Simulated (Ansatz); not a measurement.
# CdSe: LAPW beside PAW, part 1 of 2

Aim: solve CdSe at one geometry with LAPW, all electrons, frozen-core PAW and datasets made for this crystal, and see where they agree. The cell is first relaxed from a guess with PAW; it needn't be the stable phase of this composition.

Program: Ansatz 0.2.0. Level of theory: DFT PBE, scalar-relativistic. These are calculated values, not measurements.

## 1. The starting structure

Symmetry: Fm-3m, No. 225, cubic system. Conventional cell: a = 5.379 Å, b = 5.379 Å, c = 5.379 Å, α = 90.00°, β = 90.00°, γ = 90.00°. Around Cd (site symmetry m-3m) lie 6 Se at 2.69 Å. Se (site symmetry m-3m) has 6 Cd at 2.69 Å as nearest neighbours.

Coordinates:

```
Cd Se
1.0
     0.00000    2.68928    2.68928
     2.68928    0.00000    2.68928
     2.68928    2.68928    0.00000
Cd Se
1 1
Cartesian
  0.0000 0.0000 0.0000
  2.6893 2.6893 2.6893
```

Atoms are numbered in the order of the input: Cd1, Se2.

## 2. Relaxing the guess with PAW

File input.yaml:

```yaml
crystal:
  lattice:
    - [0.0, 2.6892810254, 2.6892810254]
    - [2.6892810254, 0.0, 2.6892810254]
    - [2.6892810254, 2.6892810254, 0.0]
  atoms:
    - { symbol: Cd, position: [0.0, 0.0, 0.0] }
    - { symbol: Se, position: [0.5, 0.5, 0.5] }
kpoints:
  mp_grid: { grid: [12, 12, 12] }
scf:
  occupations: { method: fermi_dirac, width: 0.03 }
hamiltonian:
  xc: pbe
  pseudopotentials: { kind: paw }
output:
  forces: true
  stress: true
relax:
  f_tol: 0.005
  max_steps: 80
  cell: {}
```

Launch:

```
ansatz run input.yaml --threads 1 --pin off --max-ram 2048MiB --backend cpu --events-out ev --progress --plain --runs-dir out
```

Output:

```text
Engine: ansatz 0.2.0
Pseudopotentials: kind: paw
Pseudopotential: Cd, paw, valence charge 20, recommended cutoff 420 eV (normal)
Pseudopotential: Se, paw, valence charge 16, recommended cutoff 420 eV (normal)
Functional definition: PBE
  parameter kappa = 0.804
  parameter beta = 0.06672455060314922
  exchange = pbe_x(kappa = kappa, mu = beta*pi^2/3)
  correlation = pbe_c(beta = beta)
Crystal: 2 atoms, lattice volume = 38.899 Å³
Basis set: ecut = 420 eV, 749 PW (Γ), exchange–correlation on 54×54×54 points (8 copies of the dense FFT grid, shifted against one another)
Bands: 22, of which v1, the nominal top of the filled ones, is band 18 counted from 1 (17 counted from 0)
Symmetry: 48 space group operations
Space group: Fm-3m (ITA 225), of the structure as read, at distance tolerance 3.4e-5 Å
k-points: 72 of 1728
Non-local potential: Cd, projectors of the file, l = 0: 3, l = 1: 2, l = 2: 2, l = 3: 1
Non-local potential: Se, projectors of the file, l = 0: 2, l = 1: 2, l = 2: 3, l = 3: 1
PAW form: soft (Blöchl's): semilocal exchange-correlation on the pseudo side does not see the compensation charge
PAW one-centre angular grid: Cd, 590 points (default); XC on 64 Gauss nodes
PAW one-centre angular grid: Se, 590 points (default); XC on 64 Gauss nodes
Initial density: superposition of atomic densities (neutral atoms: chi_scale 0, normalization atom), corrected by the library's trained network
Initial wavefunctions: pseudopotential atomic-orbital guess
Functional: x = pbe(κ = 0.804, μ = 0.2195149727645171), c = pbe(β = 0.06672455060314922)
SCF iter   1: F=—  HF=-13724.102326 eV  |F-HF|=—  |Δ(HF+E_count)|=         —  Δρ=9.84e-4  dr2=2.37e-4  ethr=1.77e-3  ⟨swp⟩=5.4  Hψ=6738  notcnv=0
preconditioner: auto → none  [insulator: Δε(μ)=0.368 eV  Ē_g=13.219 eV  σ=0.030 eV  W_gap=0.55  n_scr=14 (ndim 8)  ℏωp=25.3 eV  f_vac=0.015  D(μ)=0.82/eV (n_scr^D=0)  ε∞_Penn≈4.7]
SCF iter   2: F=—  HF=-13724.103065 eV  |F-HF|=—  |Δ(HF+E_count)|=   7.39e-4  Δρ=3.24e-4  dr2=1.97e-5  ethr=6.57e-7  ⟨swp⟩=2.2  Hψ=3492  notcnv=0
SCF iter   3: F=—  HF=-13724.103107 eV  |F-HF|=—  |Δ(HF+E_count)|=   4.24e-5  Δρ=1.54e-4  dr2=4.81e-6  ethr=5.46e-8  ⟨swp⟩=2.0  Hψ=2235  notcnv=0
iter 4 did not close the SCF: its close was put off for the readings that it lacked (scf_convergence_deferred on its scf_iter line)
SCF iter   4: F=-13724.103118 eV  HF=-13724.103118 eV  |F-HF|=6.45e-8  |Δ(HF+E_count)|=   1.06e-5  Δρ=1.38e-5  dr2=4.86e-8  ethr=1.34e-8  ⟨swp⟩=2.0  Hψ=2235  notcnv=0
iter 5 did not close the SCF: its close was put off for the readings that it lacked (scf_convergence_deferred on its scf_iter line)
SCF iter   5: F=-13724.103118 eV  HF=-13724.103118 eV  |F-HF|=3.53e-10  |Δ(HF+E_count)|=   7.86e-8  Δρ=2.65e-6  dr2=3.12e-9  ethr=1.35e-10  ⟨swp⟩=2.2  Hψ=2721  notcnv=0
SCF iter   6: F=-13724.103118 eV  HF=-13724.103118 eV  |F-HF|=1.14e-9  |Δ(HF+E_count)|=   1.73e-9  Δρ=1.91e-6  dr2=1.61e-9  ethr=8.67e-12  ⟨swp⟩=1.6  Hψ=4593  notcnv=0
SCF 1 converged in 6 iterations: F = -13724.103118 eV  dr2 = 1.61e-9
relax step   1: F+E_penalty+E_count = -13724.10311812 eV  Δ(F+E_penalty+E_count) = +0.000e0 eV  max|allowed force component| = 6.968e-30 eV/Å  Δτ_max = 0.0000 Å  P = +18.528 GPa  Ω = 38.899 Å³  (6 SCF iters, dr2 threshold 1.00e-7 eV, accepted)
Crystal: 2 atoms, lattice volume = 44.964 Å³
Basis set: ecut = 420 eV, 893 PW (Γ), exchange–correlation on 54×54×54 points (8 copies of the dense FFT grid, shifted against one another)
Initial density: handed on by an earlier stage of this run
Initial wavefunctions: those handed on with the density
iter 1 solved again at ethr=3.04e-5 eV; its pass at ethr=3.10e-3 eV (dr2=1.09e-2 eV) is discarded
SCF iter   1: F=—  HF=-13724.481577 eV  |F-HF|=—  |Δ(HF+E_count)|=         —  Δρ=4.28e-3  dr2=1.08e-2  ethr=3.04e-5  ⟨swp⟩=2.1  Hψ=11348  notcnv=0
preconditioner: auto → none  [insulator: Δε(μ)=0.107 eV  Ē_g=12.372 eV  σ=0.030 eV  W_gap=0.70  n_scr=14 (ndim 8)  ℏωp=23.5 eV  f_vac=0.039  D(μ)=0.47/eV (n_scr^D=0)  ε∞_Penn≈4.6]
SCF iter   2: F=—  HF=-13724.479153 eV  |F-HF|=—  |Δ(HF+E_count)|=   2.42e-3  Δρ=2.82e-3  dr2=2.45e-3  ethr=3.00e-5  ⟨swp⟩=3.0  Hψ=2700  notcnv=0
SCF iter   3: F=—  HF=-13724.478897 eV  |F-HF|=—  |Δ(HF+E_count)|=   2.55e-4  Δρ=1.04e-3  dr2=4.09e-4  ethr=6.81e-6  ⟨swp⟩=2.0  Hψ=2453  notcnv=0
SCF iter   4: F=—  HF=-13724.478937 eV  |F-HF|=—  |Δ(HF+E_count)|=   4.03e-5  Δρ=2.96e-4  dr2=3.42e-5  ethr=1.14e-6  ⟨swp⟩=2.0  Hψ=2555  notcnv=0
SCF iter   5: F=—  HF=-13724.478944 eV  |F-HF|=—  |Δ(HF+E_count)|=   6.63e-6  Δρ=6.26e-5  dr2=1.31e-6  ethr=9.50e-8  ⟨swp⟩=2.0  Hψ=2607  notcnv=0
SCF iter   6: F=-13724.478945 eV  HF=-13724.478945 eV  |F-HF|=9.00e-8  |Δ(HF+E_count)|=   9.46e-7  Δρ=1.61e-5  dr2=6.54e-8  ethr=5.56e-10  ⟨swp⟩=5.0  Hψ=6914  notcnv=0
SCF 2 converged in 6 iterations: F = -13724.478945 eV  dr2 = 6.54e-8
relax step   2: F+E_penalty+E_count = -13724.47894513 eV  Δ(F+E_penalty+E_count) = -3.758e-1 eV  max|allowed force component| = 7.691e-30 eV/Å  Δτ_max = 0.0000 Å  P = +3.326 GPa  Ω = 44.964 Å³  energy of the carried Pulay correction = -1.803e-3 eV  (6 SCF iters, dr2 threshold 2.00e-7 eV, accepted)
Crystal: 2 atoms, lattice volume = 46.550 Å³
Basis set: ecut = 420 eV, 941 PW (Γ), exchange–correlation on 54×54×54 points (8 copies of the dense FFT grid, shifted against one another)
iter 1 solved again at ethr=2.55e-6 eV; its pass at ethr=3.10e-3 eV (dr2=9.20e-4 eV) is discarded
SCF iter   1: F=—  HF=-13724.499267 eV  |F-HF|=—  |Δ(HF+E_count)|=         —  Δρ=1.07e-3  dr2=8.07e-4  ethr=2.55e-6  ⟨swp⟩=2.7  Hψ=10319  notcnv=0
preconditioner: auto → none  [insulator: Δε(μ)=0.076 eV  Ē_g=12.232 eV  σ=0.030 eV  W_gap=0.56  n_scr=14 (ndim 8)  ℏωp=23.1 eV  f_vac=0.037  D(μ)=0.60/eV (n_scr^D=0)  ε∞_Penn≈4.6]
SCF iter   2: F=—  HF=-13724.499071 eV  |F-HF|=—  |Δ(HF+E_count)|=   1.96e-4  Δρ=7.25e-4  dr2=1.81e-4  ethr=2.24e-6  ⟨swp⟩=2.0  Hψ=2429  notcnv=0
SCF iter   3: F=—  HF=-13724.499034 eV  |F-HF|=—  |Δ(HF+E_count)|=   3.64e-5  Δρ=2.89e-4  dr2=2.60e-5  ethr=5.02e-7  ⟨swp⟩=2.0  Hψ=2157  notcnv=0
SCF iter   4: F=—  HF=-13724.499037 eV  |F-HF|=—  |Δ(HF+E_count)|=   2.58e-6  Δρ=3.66e-5  dr2=6.51e-7  ethr=7.22e-8  ⟨swp⟩=2.6  Hψ=2955  notcnv=0
SCF iter   5: F=-13724.499037 eV  HF=-13724.499037 eV  |F-HF|=1.99e-8  |Δ(HF+E_count)|=   7.54e-8  Δρ=1.26e-5  dr2=3.69e-8  ethr=5.56e-10  ⟨swp⟩=5.0  Hψ=6675  notcnv=0
SCF 3 converged in 5 iterations: F = -13724.499037 eV  dr2 = 3.69e-8
relax step   3: F+E_penalty+E_count = -13724.49903694 eV  Δ(F+E_penalty+E_count) = -2.009e-2 eV  max|allowed force component| = 5.982e-30 eV/Å  Δτ_max = 0.0000 Å  P = +0.890 GPa  Ω = 46.550 Å³  energy of the carried Pulay correction = -2.209e-3 eV  (5 SCF iters, dr2 threshold 2.00e-7 eV, accepted)
Crystal: 2 atoms, lattice volume = 47.234 Å³
iter 1 solved again at ethr=5.09e-7 eV; its pass at ethr=3.10e-3 eV (dr2=1.83e-4 eV) is discarded
SCF iter   1: F=—  HF=-13724.500726 eV  |F-HF|=—  |Δ(HF+E_count)|=         —  Δρ=4.57e-4  dr2=1.54e-4  ethr=5.09e-7  ⟨swp⟩=3.0  Hψ=10043  notcnv=0
preconditioner: auto → none  [insulator: Δε(μ)=0.069 eV  Ē_g=12.170 eV  σ=0.030 eV  W_gap=0.52  n_scr=14 (ndim 8)  ℏωp=22.9 eV  f_vac=0.037  D(μ)=0.64/eV (n_scr^D=0)  ε∞_Penn≈4.5]
SCF iter   2: F=—  HF=-13724.500687 eV  |F-HF|=—  |Δ(HF+E_count)|=   3.89e-5  Δρ=3.14e-4  dr2=3.53e-5  ethr=4.27e-7  ⟨swp⟩=2.0  Hψ=2163  notcnv=0
SCF iter   3: F=—  HF=-13724.500681 eV  |F-HF|=—  |Δ(HF+E_count)|=   6.52e-6  Δρ=1.25e-4  dr2=4.82e-6  ethr=9.81e-8  ⟨swp⟩=2.0  Hψ=2157  notcnv=0
SCF iter   4: F=—  HF=-13724.500681 eV  |F-HF|=—  |Δ(HF+E_count)|=   5.21e-7  Δρ=1.34e-5  dr2=9.67e-8  ethr=5.56e-10  ⟨swp⟩=4.0  Hψ=8057  notcnv=0
SCF iter   5: F=-13724.500681 eV  HF=-13724.500681 eV  |F-HF|=1.08e-9  |Δ(HF+E_count)|=   8.32e-8  Δρ=5.85e-6  dr2=6.76e-9  ethr=2.69e-10  ⟨swp⟩=4.0  Hψ=5647  notcnv=0
SCF 4 converged in 5 iterations: F = -13724.500681 eV  dr2 = 6.76e-9
relax step   4: F+E_penalty+E_count = -13724.50068118 eV  Δ(F+E_penalty+E_count) = -1.644e-3 eV  max|allowed force component| = 3.747e-30 eV/Å  Δτ_max = 0.0000 Å  P = -0.030 GPa  Ω = 47.234 Å³  energy of the carried Pulay correction = -2.377e-3 eV  (5 SCF iters, dr2 threshold 2.00e-7 eV, accepted)
Basis set: ecut = 420 eV, 941 PW (Γ), exchange–correlation on 60×60×60 points (8 copies of the dense FFT grid, shifted against one another)
Initial wavefunctions: pseudopotential atomic-orbital guess (no wavefunctions were taken with the density)
iter 1 solved again at ethr=9.00e-8 eV; its pass at ethr=3.10e-3 eV (dr2=3.24e-5 eV) is discarded
SCF iter   1: F=—  HF=-13724.495692 eV  |F-HF|=—  |Δ(HF+E_count)|=         —  Δρ=1.26e-3  dr2=2.20e-5  ethr=9.00e-8  ⟨swp⟩=3.0  Hψ=10314  notcnv=0
preconditioner: auto → Kerker (q_TF=auto, 2.608 Å⁻¹)  [metal: Δε(μ)=0.063 eV  Ē_g=12.178 eV  σ=0.030 eV  W_gap=0.48  n_scr=14 (ndim 8)  ℏωp=22.9 eV  f_vac=0.031  D(μ)=0.67/eV (n_scr^D=0)]
SCF iter   2: F=—  HF=-13724.500481 eV  |F-HF|=—  |Δ(HF+E_count)|=   4.79e-3  Δρ=6.41e-4  dr2=5.46e-6  ethr=6.10e-8  ⟨swp⟩=2.0  Hψ=2151  notcnv=0
SCF iter   3: F=—  HF=-13724.502122 eV  |F-HF|=—  |Δ(HF+E_count)|=   1.64e-3  Δρ=5.53e-5  dr2=7.19e-8  ethr=1.52e-8  ⟨swp⟩=2.0  Hψ=2164  notcnv=0
SCF iter   4: F=—  HF=-13724.502155 eV  |F-HF|=—  |Δ(HF+E_count)|=   3.26e-5  Δρ=5.65e-6  dr2=9.09e-9  ethr=2.00e-10  ⟨swp⟩=2.0  Hψ=2595  notcnv=0
SCF iter   5: F=—  HF=-13724.502155 eV  |F-HF|=—  |Δ(HF+E_count)|=   1.04e-8  Δρ=3.29e-6  dr2=2.60e-9  ethr=2.53e-11  ⟨swp⟩=2.0  Hψ=2594  notcnv=0
SCF iter   6: F=—  HF=-13724.502155 eV  |F-HF|=—  |Δ(HF+E_count)|=   1.72e-8  Δρ=8.03e-7  dr2=4.29e-10  ethr=7.23e-12  ⟨swp⟩=2.0  Hψ=2134  notcnv=0
SCF iter   7: F=—  HF=-13724.502155 eV  |F-HF|=—  |Δ(HF+E_count)|=  6.93e-10  Δρ=4.05e-7  dr2=6.42e-11  ethr=1.19e-12  ⟨swp⟩=2.0  Hψ=2236  notcnv=0
SCF iter   8: F=-13724.502155 eV  HF=-13724.502155 eV  |F-HF|=3.64e-12  |Δ(HF+E_count)|=  6.00e-11  Δρ=4.98e-8  dr2=1.37e-12  ethr=1.00e-12  ⟨swp⟩=5.0  Hψ=6126  notcnv=0
SCF 5 converged in 8 iterations: F = -13724.502155 eV  dr2 = 1.37e-12
relax step   5: F+E_penalty+E_count = -13724.50215463 eV  Δ(F+E_penalty+E_count) = -1.473e-3 eV  max|allowed force component| = 5.744e-30 eV/Å  Δτ_max = 0.0000 Å  P = -0.033 GPa  Ω = 47.234 Å³  stress off target by 3.29e-2 GPa  SCF on the basis re-selected at this cell (its energy is not comparable with the rows above)  (8 SCF iters)
basis re-selected at this cell: Δ(F+E_penalty+E_count) = -1.473e-3 eV, ΔP = -0.003 GPa vs the last step (what re-selecting the basis moved, of the pressure what is left beyond the Pulay correction that the steps carried, after the strain that the cell walked since its last selection, with what the two solves' SCF thresholds leave and, on support functions, any second-order correction that the steps lacked; it is no measure of the basis error at this ecutwfc). The dense FFT grid was sized anew with the basis: this SCF ran on 30×30×30 points, the steps before it on 27×27×27, so part of this shift can come from that change (see relax.cell in the input reference). This SCF's stress stands 3.29e-2 GPa from its target on what of the cell is left free (relax.cell.stress_tol is 5.00e-2 GPa) and its largest allowed force component is 5.74e-30 eV/Å (relax.f_tol is 5.00e-3 eV/Å): within both
SCF converged after 8 iterations
Free energy (F): -13724.502155 eV
Harris-Foulkes:  -13724.502155 eV  (|F-HF|=3.64e-12)
Internal energy: -13724.500168 eV  (E = F + TS)
E sigma→0 (E₀):  -13724.501161 eV
Entropy (-TS):   -0.001987 eV (-0.993 meV/atom)
Fermi energy:    10.114895 eV
--- Per-component energies (eV) ---
  E_band       = -802.457875
  E_kinetic    = 623.032844
  E_local      = -5500.083309  (includes V_loc(G=0)·N_el)
  E_nonlocal   = -561.617231
  E_hartree    = 2639.089176
  E_xc         = -280.615676
  E_vxc        = -319.388913  (∫ρ·V_xc dr)
  E_paw        = -5995.401529  (= ΣΔE_a)
  E_vpaw       = -322.579170  (= ΣTr[D̂ρ^β])
  E_aug_tail   = -0.000519  (compensation charges beyond the density's cutoff)
  E_ewald      = -4648.903924
  E_smearing   = -0.001987  (= −TS)
  E_closure    = -0.000000  (closes the sum)
  Σ components = -13724.502155   (vs F -13724.502155, Δ=0.00e0)
--- Forces (eV/Å), atoms counted from 1 ---
  atom   1  Cd     0.00000000    -0.00000000     0.00000000
  atom   2  Se     0.00000000    -0.00000000     0.00000000
  max |Σ_I F_I| component: 1.17e-29 eV/Å
--- Stress (GPa, compression-positive) ---
       -0.032928      -0.000000       0.000000
       -0.000000      -0.032928      -0.000000
        0.000000      -0.000000      -0.032928
  P = ⅓ Tr σ = -0.0329 GPa (-0.329 kbar)
--- Relaxed structure (4 steps of the walk, 4 accepted, 1 SCFs on fresh bases) ---
  F+E_penalty+E_count = -13724.50215463 eV   max|allowed force component| = 5.744e-30 eV/Å   (the final SCF, on the basis selected at the relaxed cell)
  cell:  # Å, volume = 47.2338 Å³
    - [1.8749376183477601e-34, 2.869069069809824, 2.869069069809824]
    - [2.869069069809824, -2.3446672276303215e-34, 2.869069069809824]
    - [2.869069069809824, 2.869069069809824, 4.124066739124867e-34]
  atoms:
    - { symbol: Cd, position: [-6.71391091450434e-36, 9.324876270148965e-36, 8.578886168535181e-36] }
    - { symbol: Se, position: [0.5, 0.5, 0.5] }
```

Wall time 11 s (1 thread, shared host).

The steps of the relaxation:

| step | energy from step 1 (eV/cell) | largest force component (eV/Å) | pressure (GPa) | volume (Å³) |
| --- | --- | --- | --- | --- |
| 1 | 0.0000 | 0.0000 | 18.53 | 38.90 |
| 2 | -0.3758 | 0.0000 | 3.33 | 44.96 |
| 3 | -0.3959 | 0.0000 | 0.89 | 46.55 |
| 4 | -0.3976 | 0.0000 | -0.03 | 47.23 |
| 5 | -0.3990 | 0.0000 | -0.03 | 47.23 |

Step 1 is the start. Step 5 repeats the geometry before it on a plane-wave basis chosen anew for that cell, so its energy need not be comparable with the rows above.

Lengths and angles in the start's conventional setting:

|  | before | after | change |
| --- | --- | --- | --- |
| a (Å) | 5.379 | 5.738 | +6.7 % |
| b (Å) | 5.379 | 5.738 | +6.7 % |
| c (Å) | 5.379 | 5.738 | +6.7 % |
| volume (Å³/atom) | 19.45 | 23.62 | +21.4 % |
| shortest distance (Å) | 2.689 | 2.869 | +6.7 % |
| space group (0.01 Å) | Fm-3m | Fm-3m | same |

Forces and stress were held to the start's 48 operations: a distortion of lower symmetry was not tested.

(Continued in part 2 of 2.)
